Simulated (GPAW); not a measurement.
## Mn3Si in GPAW: convergence with bands over the usual count

The system is Mn3Si.

```
Mn Si
1.0
     0.00000    2.86100    2.86100
     2.86100    0.00000    2.86100
     2.86100    2.86100    0.00000
Mn Si
3 1
Direct
  0.75000 0.75000 0.75000
  0.25000 0.25000 0.25000
  0.50000 0.50000 0.50000
  0.00000 0.00000 0.00000
```

```yaml
Program: GPAW 26.7.0
Task: convergence study
Functional: LDA
Potentials_or_basis: the program's PAW data sets (release 1.2.1) made for this functional
Cutoff: 600 eV
Basis: pw
k_mesh: 5 × 5 × 5
Occupations: fermi-dirac, width 0.05 eV
Spin: collinear spin, ferromagnetic start
Starting_moments: "[4.0, 4.0, 4.0, 0.0] μB"
```

These are the settings of the first run; the series varies bands over the usual count, with any setting tied to it.

Hardware: 1 thread of Arm Neoverse V1 (shared host).

| bands over the usual count | energy less the tightest run, at zero smearing (meV/atom) | SCF cycles | CPU time (s) | peak memory (GiB) |
| --- | --- | --- | --- | --- |
| 0.72 | 0.00 | 71 | 180 | 0.19 |
| 0.8 | 0.00 | 22 | 64 | 0.19 |
| 0.9 | 0.00 | 23 | 71 | 0.2 |
| 1 | 0.00 | 23 | 80 | 0.2 |
| 1.3 | not converged | - | - | - |
| 1.7 | 0.00 | 29 | 160 | 0.21 |
| 2.5 | timed out after 650 s | - | - | - |

Against the tightest run, the energy stays within 1 meV/atom from 0.72 on. The tightest run that finished is the yardstick and may itself not be fully converged.

Caveat, for the tightest run too: the k mesh is coarse (spacing up to 0.38 Å⁻¹), so the values aren't converged.
